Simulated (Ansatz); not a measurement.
Set up this calculation in Ansatz 0.2.0, as the native input.

| Quantity | Value |
| --- | --- |
| Task | band structure |
| Functional | RPBE |
| Potentials or basis | Ansatz PAW |
| Cutoff | 420 eV (not typed: the program's choice for these potentials) |
| k mesh | 12 × 12 × 3 |
| Occupations | fermi-dirac, width 0.05 eV |
| Spin | no spin polarisation |
| Path | [["G", "M", "K", "G", "A", "L", "H", "A"], ["L", "M"], ["K", "H"]] |
| Points for each segment of the path | 10 |

The system is C.

```
CELL_PARAMETERS angstrom
2.52210 0.00000 0.00000
-1.26105 2.18420 0.00000
0.00000 0.00000 12.35570
ATOMIC_POSITIONS crystal
C 0.66667 0.33333 0.35417
C 0.33333 0.66667 0.85417
C 0.66667 0.33333 0.14583
C 0.33333 0.66667 0.64583
C 0.66667 0.33333 0.47917
C 0.33333 0.66667 0.97917
C 0.66667 0.33333 0.02083
C 0.33333 0.66667 0.52083
C 0.00000 0.00000 0.81250
C 0.00000 0.00000 0.31250
C 0.00000 0.00000 0.68750
C 0.00000 0.00000 0.18750
```

This is a hexagonal form of diamond, not graphite.

The input as run:

input.yaml

```yaml
crystal:
  lattice:
    - [2.5221, 0.0, 0.0]
    - [-1.26105, 2.1842026709, 0.0]
    - [0.0, 0.0, 12.3557]
  atoms:
    - { symbol: C, position: [0.6666666667, 0.3333333333, 0.35417] }
    - { symbol: C, position: [0.3333333333, 0.6666666667, 0.85417] }
    - { symbol: C, position: [0.6666666667, 0.3333333333, 0.14583] }
    - { symbol: C, position: [0.3333333333, 0.6666666667, 0.64583] }
    - { symbol: C, position: [0.6666666667, 0.3333333333, 0.47917] }
    - { symbol: C, position: [0.3333333333, 0.6666666667, 0.97917] }
    - { symbol: C, position: [0.6666666667, 0.3333333333, 0.02083] }
    - { symbol: C, position: [0.3333333333, 0.6666666667, 0.52083] }
    - { symbol: C, position: [0.0, 0.0, 0.8125] }
    - { symbol: C, position: [0.0, 0.0, 0.3125] }
    - { symbol: C, position: [0.0, 0.0, 0.6875] }
    - { symbol: C, position: [0.0, 0.0, 0.1875] }
hamiltonian:
  xc: rpbe
  pseudopotentials: { kind: paw }
kpoints:
  mp_grid: { grid: [12, 12, 3] }
  band_path:
    path:
      - [[0.0, 0.0, 0.0], [0.5, 0.0, 0.0], [0.3333333333, 0.3333333333, 0.0], [0.0, 0.0, 0.0], [0.0, 0.0, 0.5], [0.5, 0.0, 0.5], [0.3333333333, 0.3333333333, 0.5], [0.0, 0.0, 0.5]]
      - [[0.5, 0.0, 0.5], [0.5, 0.0, 0.0]]
      - [[0.3333333333, 0.3333333333, 0.0], [0.3333333333, 0.3333333333, 0.5]]
    npoints: 10
scf:
  occupations: { method: fermi_dirac, width: 0.05 }
  n_extra_bands: 30
output:
  forces: true
  stress: true
  eigenvalues: true
  fatbands: true
```

Potentials or basis: Ansatz PAW.

Command:

```bash
$ ansatz run input.yaml --threads 2 --pin off --max-ram 5120MiB --backend cpu --events-out ev --progress --plain --runs-dir out
```

It gave:

```json
{
  "Pressure": "8.2 GPa",
  "Largest force": "0.329 eV/Å",
  "Band gap on the k mesh": "4.39 eV, indirect (least direct gap 5.31 eV)",
  "Band gap along the path": "4.37 eV, indirect (least direct gap 5.31 eV)"
}
```

Caveat: the pressure holds a Pulay correction of +0.9 GPa for the finite cutoff; the PAW data sets come from PBE, with cores solved anew for the run's functional, which leaves a small shift of forces and pressure.

Run time: 9.7 s on 2 threads of Arm Neoverse V2 (shared host), peak memory 0.42 GiB.
